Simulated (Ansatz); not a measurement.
# Zone-centre phonons of CdF₂ at -3 GPa: input and output

Theory: DFT PBEsol, scalar-relativistic, plane waves, PAW (Ansatz 0.2.0).

Launched with:
```bash
ansatz run input.yaml --threads 1 --pin off --max-ram 1228MiB --backend cpu --events-out ev --progress --plain --runs-dir out
```

Input (bare energies are in eV):
```yaml
crystal:
  lattice:
    - [0.0, 2.7188128301, 2.7188128301]
    - [2.7188128301, 0.0, 2.7188128301]
    - [2.7188128301, 2.7188128301, 0.0]
  atoms:
    - { symbol: Cd, position: [0.0, 0.0, 0.0] }
    - { symbol: F, position: [0.25, 0.25, 0.25] }
    - { symbol: F, position: [0.75, 0.75, 0.75] }
basis:
  ecutwfc: 420
kpoints:
  mp_grid: { grid: [8, 8, 8] }
hamiltonian:
  xc: pbesol
scf:
  occupations: { method: fixed }
output:
  eigenvalues: true
phonons:
  method: dfpt
  dielectric: true
  rigid_motions: translations
  eigenvectors: true
```

Results section of the output:
```
--- Phonons (Γ-DFPT): 2 representative perturbations + reference, on 95 of 512 k-points (Σ response iterations 8) ---
  k mesh reduced under 4 symmetry operations, with k and −k counted as one. Each operation leaves every solved perturbation unchanged. A smaller set is not considered because the run solves the response ...
  ASR residual: 6.811e-5 → 0.000e0 eV/Å²; symmetrization residual: 2.075e-7 eV/Å²
  ASR residual per site (eV/Å²): 1.43e-5 6.81e-5 6.81e-5
  Γ frequencies (cm⁻¹): 0.00 0.00 0.00 195.16 195.16 195.16 285.00 285.00 285.00
  ε∞ (high-frequency dielectric tensor):
        2.918364    -0.000000     0.000000
        0.000000     2.918364     0.000000
        0.000000     0.000000     2.918364
  ε⁰ (static dielectric tensor: ions relaxed, cell fixed):
        9.868158     0.000000    -0.000000
        0.000000     9.868158    -0.000000
       -0.000000    -0.000000     9.868158
  ε⁰ − ε∞ (ionic part):
        6.949794     0.000000    -0.000000
        0.000000     6.949794    -0.000000
       -0.000000    -0.000000     6.949794
  softest optical mode at Γ: 195.16 cm⁻¹; the repairs (sum rule, projections) moved no ω² at Γ by more than (1.00 cm⁻¹)²
  Born effective charges Z* (e; rows j = field, columns β = displacement):
    site 0:
         2.47794   -0.00000   -0.00000
         0.00000    2.47794    0.00000
         0.00000   -0.00000    2.47794
    site 1:
        -1.23897    0.00000   -0.00000
        -0.00000   -1.23897    0.00000
         0.00000    0.00000   -1.23897
    site 2:
        -1.23897    0.00000    0.00000
        -0.00000   -1.23897   -0.00000
         0.00000    0.00000   -1.23897
  Z* charge neutrality: 4.968e-5 e pre-enforcement
  k-mesh period / interband length: 30.8 Å / 1.41 Å = 21.88 at k = (0.0000, 0.0000, 0.0000), direct gap 3.363 eV — 14 or more, which is no proof of convergence
  optical modes at Γ without the LO–TO term, one row a degenerate level:
      ω (cm⁻¹) modes IR ((D/Å)²/amu)
        195.16      3            14.9650
        285.00      3             0.0000
  optical modes at Γ + LO–TO along q̂ = [1.0000, 0.0000, 0.0000]:
      ω (cm⁻¹) modes IR ((D/Å)²/amu)
        195.16      2             9.9766
        285.00      3             0.0000
        358.87      1             4.9883
  optical modes at Γ + LO–TO along q̂ = [0.0000, 1.0000, 0.0000]:
      ω (cm⁻¹) modes IR ((D/Å)²/amu)
        195.16      2             9.9766
        285.00      3             0.0000
        358.87      1             4.9883
  optical modes at Γ + LO–TO along q̂ = [0.0000, 0.0000, 1.0000]:
      ω (cm⁻¹) modes IR ((D/Å)²/amu)
        195.16      2             9.9766
        285.00      3             0.0000
        358.87      1             4.9883
```

It took 79 s on 1 thread of Arm Neoverse N1 (shared host), peak memory 0.6 GiB.